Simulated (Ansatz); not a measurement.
Space group Im-3m (No. 229). a = 4.809 Å, b = 4.809 Å, c = 4.809 Å, α = 90.00°, β = 90.00°, γ = 90.00°
```tsv
atom	site	symmetry	x	y	z
Sr	2a	m-3m	0.0000	0.0000	0.0000
```

Equation of state of this Sr structure (not necessarily the ground state), with shape and atoms relaxed at each volume where symmetry leaves them free. It has no gap at any of these volumes. These are results of DFT r2SCAN, scalar-relativistic, plane waves, PAW in Ansatz 0.2.0, not measurements.

Plane waves to 500 eV, a k mesh through Γ of 12×12×12 on the computed 1-atom cell and Gaussian smearing (0.10 eV); no spin polarisation.

```
V (Å³/atom) E − E(largest V) (meV/atom) P (GPa)
     52.266                         0.10     0.73
     53.934                        -4.98     0.34
     55.602                        -6.30     0.01
     57.270                        -4.49    -0.28
     58.938                         0.00    -0.53
```

Q: Fit a third-order Birch–Murnaghan equation to E(V).

A: V0 = 55.43 Å³/atom, B0 = 10 GPa, B0' = 4.6.

This bcc form isn't the element's structure at ambient conditions.